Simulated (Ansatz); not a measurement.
# LaN (model cell, started as CsCl type): phonons and vibrational spectra, part 2 of 2

Aim: the vibrations of LaN (model cell, started as CsCl type), their spectra, and whether the structure is stable.

Ansatz 0.2.0; DFT PBEsol, scalar-relativistic, plane waves, PAW.

So far. Step 4 (Relaxing to small forces for the phonons): The forces vanish by symmetry and the pressure is 0.006 GPa, within the tolerances set. The cell now holds 15.24 Å³/atom. Step 5 (Zone-centre response): Before it was imposed, the acoustic sum rule was missed by 3.2e-4 eV/Å². Small misses are needed for a sound result but don't prove that mesh and cutoff are converged. The lowest optical mode is imaginary, 287.4i cm⁻¹, so the energy falls along it. The relaxed cell has a = 3.124 Å (conventional setting).

The structure was built from a prototype and need not be the compound's stable phase.

### Step 6. Response at finite wavevector

Stability and thermal properties need the whole zone. Linear response on a 4×4×4 q mesh gives force constants as far as a supercell of that size would.

The input, input.yaml:

```yaml
crystal:
  lattice:
    - [3.1239275038, 0.0, 0.0]
    - [0.0, 3.1239275038, 0.0]
    - [0.0, 0.0, 3.1239275038]
  atoms:
    - { symbol: La, position: [0.0, 0.0, 0.0] }
    - { symbol: "N", position: [0.5, 0.5, 0.5] }
kpoints:
  mp_grid: { grid: [12, 12, 12] }
hamiltonian:
  xc: pbesol
scf:
  occupations: { method: methfessel_paxton, width: 0.15 }
output:
  eigenvalues: true
phonons:
  method: dfpt
  qmesh: [4, 4, 4]
  temperatures: { t_max: 1000, t_step: 50 }
  qpath:
    path:
      - [[0.0, 0.0, 0.0], [0.0, 0.5, 0.0], [0.5, 0.5, 0.0], [0.0, 0.0, 0.0], [0.5, 0.5, 0.5], [0.0, 0.5, 0.0]]
      - [[0.5, 0.5, 0.5], [0.5, 0.5, 0.0]]
    npoints: 10
```

Started as:

```console
ansatz run input.yaml --threads 4 --pin off --max-ram 7168MiB --backend cpu --events-out ev --progress --plain --runs-dir out
```

Numbers of over 12 decimals in the logs are rounded to 6 here.

The program printed:

```text
[...]
Crystal: 2 atoms, lattice volume = 30.486 Å³
Basis set: ecut = 420 eV, 619 PW (Γ), exchange–correlation on 48×48×48 points (8 copies of the dense FFT grid, shifted against one another)
Bands: 12, of which v1, the nominal top of the filled ones, is band 8 counted from 1 (7 counted from 0)
Symmetry: 48 space group operations
k-points: 84 of 1728
[...]
SCF iter   1: F=—  HF=-6541.477024 eV  |F-HF|=—  |Δ(HF+E_count)|=         —  Δρ=1.12e-2  dr2=3.26e-2  ethr=1.77e-3  ⟨swp⟩=3.6  Hψ=4404  notcnv=0
[...]
SCF iter   7: F=-6541.471185 eV  HF=-6541.471185 eV  |F-HF|=1.82e-12  |Δ(HF+E_count)|=  1.40e-10  S|Δr|=    0.00e0  Δρ=2.41e-7  dr2=4.75e-12  ethr=1.00e-12  ⟨swp⟩=5.5  Hψ=4885  notcnv=0
SCF 1 converged in 7 iterations: F = -6541.471185 eV  dr2 = 4.75e-12
[...]
SCF iter   1: F=—  HF=-6541.471185 eV  |F-HF|=—  |Δ(HF+E_count)|=         —  Δρ=2.83e-7  dr2=1.63e-11  ethr=4.64e-8  ⟨swp⟩=3.0  Hψ=7793  notcnv=0
eigensolver tolerance schedule: the retry pair's looser diagonalisation over-reported the residual by 455180.25 of it (diagonalisation noise at an unbounded share of the residual, at the tolerance the schedule requests for it); recorded, not acted on — ethr = c·dr2/N_el stays at c = 1.0e-1
[...]
SCF iter   2: F=—  HF=-6541.471185 eV  |F-HF|=—  |Δ(HF+E_count)|=   3.54e-7  S|Δr|=    0.00e0  Δρ=3.14e-7  dr2=1.08e-11  ethr=1.00e-12  ⟨swp⟩=3.0  Hψ=2355  notcnv=0
SCF iter   3: F=-6541.471185 eV  HF=-6541.471185 eV  |F-HF|=9.09e-13  |Δ(HF+E_count)|=  1.82e-12  S|Δr|=    0.00e0  Δρ=2.15e-7  dr2=4.05e-12  ethr=1.00e-12  ⟨swp⟩=2.0  Hψ=2000  notcnv=0
SCF 2 converged in 3 iterations: F = -6541.471185 eV  dr2 = 4.05e-12
phonons: the bands overlap, so this run is a metal and interpolates without the dipole-dipole term. If the crystal is really an insulator or semiconductor, its LO-TO splitting is missing
NSCF: frozen V_eff on 84 k-points
WARN: eigensolver did not converge in 2 slots of this pass, the one above among them; of largest residual over every band (k=22): 1 band(s) unlocked (lowest unlocked band 11, counted from 0; max residual 1.02e-3 eV among the unlocked bands, 1.02e-3 eV over every band); of lowest unlocked band (k=22): band 11
[...]
DFPT response loops at q = (0, 0, 0) (fractional): preconditioner auto → Kerker (q_TF=auto, 2.450 Å⁻¹) (partly filled bands, converged f_vac=0.000); β = 1.00, the filter's whole step (`scf.mixing.beta` (0.50) is not read by the response loops under this deck's `scf.mixing.preconditioner`; to damp them name `kerker` or `kerker_dos`, under which they read `scf.mixing.beta`, and type it under 1.00, their step now; both keys bind the ground state too); Broyden in place of MSR1
[...]
SCF converged after 7 iterations
[...]
Free energy (F): -6541.471185 eV
[...]
Internal energy: -6541.472608 eV  (E = F + TS)
E sigma→0 (E₀):  -6541.471540 eV
Entropy (-TS):   0.001424 eV (0.712 meV/atom)
Fermi energy:    14.921077 eV
[...]
--- Band table (eV; the first three rows and the last of 84) ---
  k-point 0: bands = [... 4 lower, 2.5509, 14.2705, 14.2705, 15.1919, 15.1919, 15.1919, 18.2660, 18.2660]
  k-point 1: bands = [... 4 lower, 2.8653, 14.3280, 14.3415, 15.1119, 15.1119, 15.1761, 18.2300, 18.2748]
  k-point 2: bands = [... 4 lower, 3.4030, 13.8504, 14.4947, 14.8840, 14.8840, 15.8660, 18.1218, 18.3019]
  k-point 83: bands = [... 4 lower, 3.5976, 10.4495, 10.4495, 10.4495, 18.4435, 18.4435, 18.4435, 18.9011]
--- Phonons (Γ-DFPT): 2 representative perturbations + reference (Σ response iterations 6) ---
  ASR residual: 3.470e-4 → 0.000e0 eV/Å²; symmetrization residual: 1.331e-7 eV/Å²
  ASR residual per site (eV/Å²): 3.47e-4 3.62e-5
  Γ frequencies (cm⁻¹): -287.42 -287.42 -287.42 0.00 0.00 0.00
--- Phonons (arbitrary-q DFPT): 10 irreducible q on the 4×4×4 mesh ---
  q = [0.0000, 0.0000, 0.0000] (star 1, of the zone-centre solve; hermiticity 6.89e-8, symmetrization 8.72e-13): -287.42 -287.42 -287.42 -0.00 -0.00 0.00
  q = [0.0000, 0.0000, 0.2500] (star 6, 4 solved perturbations in 1848 linear systems a pass and spin channel, the states on 588 of 1728 k-point pairs; hermiticity 4.21e-8, symmetrization 1.85e-13): -136.86 -136.86 42.68 42.68 130.88 403.73
[...]
q = [0.0000, 0.2500, -0.5000] (star 12, 6 solved perturbations on 588 of 1728 k-point pairs; hermiticity 4.90e-8, symmetrization 6.95e-15): -118.39 73.76 94.62 148.16 304.56 441.68
[...]
sum rule: each row above includes the acoustic sum rule's correction from the zone centre's row sums; it moved no ω² by more than (0.84 cm⁻¹)²
  mesh force constants: q→R imaginary residual 4.88e-19; ASR residual 3.470e-4 → 0.000e0 eV/Å²; symmetrization residual 6.217e-15 eV/Å²
  interpolated dispersion: 62 rows × 6 modes
  density of states and harmonic sums: on the 20×20×20 q-mesh, interpolated from the force constants of a 4×4×4 supercell (no non-analytic term)
  largest difference from the sums on the solved wave vectors: F 1.10e-1 eV, S 1.39e-4 and C_V 3.91e-5 eV/K
  zero-point energy: 0.065076 eV/cell   skipped modes (ω ≤ 0): 361, of them read as no rigid motion or as one in doubt: 358 (1.181e0 modes/cell left out, lowest -287.42 cm⁻¹)   left out of the sums: 1.97e-1 of the cell's modes: C_V's classical limit lies that fraction below 3 k_B per atom; for a crystal, a wire or a layer, F and S can be off by more, and a phonons.interpolated_qmesh denser along its periods is the remedy for the sampling
```

Elapsed: 4.6 min, on 4 threads of Arm Neoverse N1, shared host; peak memory 1.4 GiB; 18 min of CPU time.

This step gave:

```
sum-rule residual before enforcement                    : 3.47e-4 eV/Å²
lowest frequency on the path                            : -287.4 cm⁻¹
highest frequency on the path or at a solved wavevector : 494.8 cm⁻¹
lowest mode on the q mesh (acoustic modes at Γ apart)   : -287.4 cm⁻¹
```

Frequencies (cm⁻¹) solved at each irreducible wavevector; negative means imaginary. Frequencies by wavevector, by row:

| q in reciprocal lattice units | star | mode 1 | mode 2 | mode 3 | mode 4 | mode 5 | mode 6 |
| --- | --- | --- | --- | --- | --- | --- | --- |
| 0 0 0 | 1 | -287.4 | -287.4 | -287.4 | 0 | 0 | 0 |
| 0 0 0.25 | 6 | -136.9 | -136.9 | 42.7 | 42.7 | 130.9 | 403.7 |
| 0 0 -0.5 | 3 | -105.1 | -105.1 | 161.5 | 163.8 | 163.8 | 494.8 |
| 0 0.25 0.25 | 12 | -116.7 | 22.7 | 92.9 | 109.5 | 270.2 | 413.5 |
| 0 0.25 -0.5 | 12 | -118.4 | 73.8 | 94.6 | 148.2 | 304.6 | 441.7 |
| 0 -0.5 -0.5 | 3 | -126 | -95.4 | 132.9 | 132.9 | 371.6 | 371.6 |
| 0.25 0.25 0.25 | 8 | 74.6 | 81.2 | 81.2 | 293.2 | 293.2 | 380.6 |
| 0.25 0.25 -0.5 | 12 | 27.5 | 69.7 | 132.1 | 276.9 | 320.8 | 411 |
| 0.25 -0.5 -0.5 | 6 | 29 | 117.2 | 117.2 | 291.8 | 378.8 | 378.8 |
| -0.5 -0.5 -0.5 | 1 | 105.9 | 105.9 | 105.9 | 395.5 | 395.5 | 395.5 |

Interpolated from a 4×4×4 q mesh. Phonon branches along the path, in cm⁻¹:

```csv
point,branch 1,branch 2,branch 3,branch 4,branch 5,branch 6
Γ,-287,-287,-287,0,0,0
halfway,-137,-137,43,43,131,404
X,-105,-105,162,164,164,495
halfway,-118,74,95,148,305,442
M,-126,-95,133,133,372,372
halfway,-117,23,93,110,270,414
Γ,-287,-287,-287,0,0,0
halfway,75,81,81,293,293,381
R,106,106,106,396,396,396
halfway,28,70,132,277,321,411
X,-105,-105,162,164,164,495
jump to R,106,106,106,396,396,396
halfway,29,117,117,292,379,379
M,-126,-95,133,133,372,372
```

The phonon branches as a text plot (rows in cm⁻¹):

```
    479 |     *****                                    ***
    446 |    *     *                                 **
    413 |   *       **   *****                      *
    381 |             ***     *        **** ********      *******
    348 |            **  *               ***      **       *
    316 |           *     ***        **            **       *
    283 |          *         * *        *           **       *
    250 |         *                    *             **
    218 |  *                  *                       **
    185 |        *                                     **     *
    153 |    **********        *    ***              *****
    120 |   * *    * *********  *           *********     *******
     87 | *  *      *        ** *   *   ******   ***       *   *
     55 |* **       *      ** ** * * ***           **       *
     22 |          *      *  *   * *                **       *
    -10 |***                    *** *
    -43 |            *        **     **              **
    -76 |         *   * **     **                     **      * *
   -108 |    ********* * *****                         ***     **
   -141 |   *         ***     *
   -173 | *                    **   *
   -206 |
   -239 |  *                    ** *
   -271 |**                      ***
         Γ      X      M          Γ            R        X|R     M
```

Tetrahedra on a 20×20×20 mesh, mean over bins of 10 cm-1. Interpolated from a 4×4×4 q mesh. Table of phonon density of states by wavenumber; read off at these points:

```csv
wavenumber (cm⁻¹),phonon density of states (1/cm⁻¹/cell)
-285,3.0e-5
-255,3.8e-4
-235,5.1e-4
-205,7.0e-4
-175,9.4e-4
-155,0.00117
-125,0.00546
-105,0.0199
-95,0.0136
-65,0.00757
-45,0.00448
-15,0.00386
15,0.00416
35,0.0059
65,0.0107
95,0.0183
115,0.0318
145,0.0169
175,0.00693
195,0.00587
225,0.0057
255,0.00624
275,0.00637
305,0.00723
335,0.00814
365,0.00951
385,0.0189
415,0.0103
445,0.00565
465,0.00401
495,6.9e-4
```

The partial phonon density of states has structure finer than the step of the table below, so its rows give means over 20 cm⁻¹, whole bins alone (the curve runs from -297 to 520 cm⁻¹). Peaks (cm⁻¹: height): La -107.3: 0.0180, -45.6: 0.00745, 46.9: 0.00946, 118.9: 0.0276; N 160.0: 0.00625, 216.5: 0.008, 267.9: 0.00819, 309.0: 0.00955, 386.1: 0.0155.

Phonopy on the run's constants, 19x19x19 mesh, Gaussian sigma 5.8 cm-1. Interpolated from a 4×4×4 q mesh. Partial phonon density of states against wavenumber; means over each step; values in 1/cm⁻¹/cell:

| wavenumber (cm⁻¹) | La | N |
| --- | --- | --- |
| -280 | 1.4e-5 | 1.4e-4 |
| -260 | 4.4e-5 | 3.4e-4 |
| -240 | 6.9e-5 | 4.5e-4 |
| -220 | 1.1e-4 | 5.8e-4 |
| -200 | 1.3e-4 | 5.5e-4 |
| -180 | 2.3e-4 | 6.8e-4 |
| -160 | 3.2e-4 | 6.4e-4 |
| -140 | 0.00106 | 8.1e-4 |
| -120 | 0.0100 | 9.0e-4 |
| -100 | 0.0151 | 6.6e-4 |
| -80 | 0.0103 | 4.4e-4 |
| -60 | 0.00524 | 4.8e-4 |
| -40 | 0.00649 | 7.4e-4 |
| -20 | 0.00325 | 3.7e-4 |
| 0 | 7.3e-4 | 1.2e-4 |
| 20 | 0.00152 | 5.5e-4 |
| 40 | 0.00694 | 0.00196 |
| 60 | 0.00726 | 0.00161 |
| 80 | 0.0121 | 0.00336 |
| 100 | 0.0193 | 0.00334 |
| 120 | 0.0262 | 0.00493 |
| 140 | 0.0167 | 0.00524 |
| 160 | 0.00465 | 0.00596 |
| 180 | 9.2e-4 | 0.00445 |
| 200 | 3.3e-4 | 0.00513 |
| 220 | 3.1e-4 | 0.00692 |
| 240 | 9.1e-5 | 0.00434 |
| 260 | 9.6e-5 | 0.00728 |
| 280 | 5.6e-5 | 0.00588 |
| 300 | 4.0e-5 | 0.00714 |
| 320 | 2.5e-5 | 0.00644 |
| 340 | 2.6e-5 | 0.00877 |
| 360 | 3.5e-5 | 0.00966 |
| 380 | 4.5e-5 | 0.0133 |
| 400 | 8.6e-5 | 0.0120 |
| 420 | 9.8e-5 | 0.00950 |
| 440 | 5.8e-5 | 0.00621 |
| 460 | 3.4e-5 | 0.00454 |
| 480 | 1.5e-5 | 0.00296 |
| 500 | 1.0e-6 | 6.3e-4 |

Second derivatives of the energy by pair, one row for each kind of neighbour of each atom listed. Each entry sums the pair over the periodic images of the supercell that the q mesh stands for, and in a polar crystal it holds the long-range dipole part too. Force constants by pair, by row:

| atom | neighbour | distance (Å) | third of the trace (eV/Å²) | along the pair's line (eV/Å²) |
| --- | --- | --- | --- | --- |
| La1 | itself | 0 | 2.818 | – |
| La1 | N | 2.705 | -0.0078 | 0.5251 |
| La1 | La | 3.124 | -0.61 | -3.801 |
| La1 | La | 4.418 | -0.0288 | -0.1811 |
| La1 | N | 5.18 | 0.1138 | 0.3862 |
| La1 | La | 5.411 | -0.0246 | -0.3397 |
| La1 | La | 6.248 | -0.3396 | -1.06 |
| La1 | N | 6.808 | 0.0493 | 0.0998 |
| La1 | La | 6.985 | -0.0618 | -0.1261 |
| N2 | itself | 0 | 4.863 | – |
| N2 | La | 2.705 | -0.0078 | 0.5251 |
| N2 | N | 3.124 | -0.5371 | -2.202 |
| N2 | N | 4.418 | -0.1262 | -0.464 |
| N2 | La | 5.18 | 0.1138 | 0.3862 |
| N2 | N | 5.411 | -0.2119 | -0.6065 |
| N2 | N | 6.248 | -0.186 | -0.5652 |
| N2 | La | 6.808 | 0.0493 | 0.0998 |
| N2 | N | 6.985 | -0.062 | -0.1244 |

Symmetry leaves 10 wavevectors to solve. The lowest mode among them, the acoustic zeros apart, lies at Γ and is imaginary, 287.4i cm⁻¹, so the energy falls along it.

### Step 7. Another isotope

An isotope changes the mass and not the force constants, so no new electronic calculation is needed; the shifts show which modes move this element.

The same force constants with the mass of N changed from 14.007 to 15.000 u (phonopy, no LO-TO term). Both lists are sorted by frequency; levels can cross, so a row need not hold one and the same mode. Modes under 3 cm⁻¹ are left out. Isotope shifts, by row:

```csv
q,rank,natural mass (cm⁻¹),changed mass (cm⁻¹)
0 0 0,1,-287.4,-278.6
0 0 0,2,-287.4,-278.6
0 0 0,3,-287.4,-278.6
0 0 0.25,1,-136.9,-134.6
0 0 0.25,2,-136.9,-134.6
0 0 0.25,3,42.68,41.93
0 0 0.25,4,42.68,41.93
0 0 0.25,5,130.9,130.8
0 0 0.25,6,403.7,390.3
0 0 -0.5,1,-105.1,-105.1
0 0 -0.5,2,-105.1,-105.1
0 0 -0.5,3,161.5,158.3
0 0 -0.5,4,163.8,158.3
0 0 -0.5,5,163.8,161.5
0 0 -0.5,6,494.8,478.2
0 0.25 0.25,1,-116.7,-116.2
0 0.25 0.25,2,22.73,22.06
0 0.25 0.25,3,92.86,92.84
0 0.25 0.25,4,109.5,109.4
0 0.25 0.25,5,270.2,261.2
0 0.25 0.25,6,413.5,399.8
```

A mode of this element alone would shift by -3.37 %.

### Step 8. What came out

| Property | Result |
| --- | --- |
| space group after relaxation (within 0.01 Å) | Pm-3m |
| volume per atom | 15.2 Å³ |
| electronic character | no gap on this mesh |
| highest optical mode at the zone centre (no LO-TO term) | -287 cm⁻¹ |
| lowest optical zone-centre mode | -287 cm⁻¹ |
| lowest mode on the q mesh (acoustic modes at Γ apart) | -287 cm⁻¹ |
| highest frequency on the path or at a solved wavevector | 495 cm⁻¹ |
| imaginary modes on the 4×4×4 q mesh | yes |

What this shows: Modes are clearly imaginary (beyond 10i cm⁻¹) at 6 of the 10 irreducible wavevectors, most at Γ (287.4i cm⁻¹), so this structure is not a minimum of the energy. The optical modes at Γ form one degenerate level at -287 cm⁻¹ (negative means imaginary). With no gap, or one that is small against the smearing, the frequencies hang on the k mesh and the smearing, most of all near Kohn anomalies. A semilocal functional can close a gap that the real compound would have, so the metallic treatment may be an artefact of the level. Spin-orbit coupling is left out, which can matter for the heavy elements here. A phonon run warned that its eigensolver left some bands unconverged in a pass. The starting cell was built on a prototype and not taken from a measurement, so the phase need not exist. These are harmonic frequencies at zero temperature: anharmonic shifts, linewidths and thermal expansion are left out.

[Logs are printed without paths, hosts, clocks, repeated set-up lines and the standing remarks that a program may print on its own settings, such as how far it seeks lower states.]

[Hosts, paths, dates, database ids (printed as entryN), source tags and the programs' standing remarks are cut or masked in the printed files.]
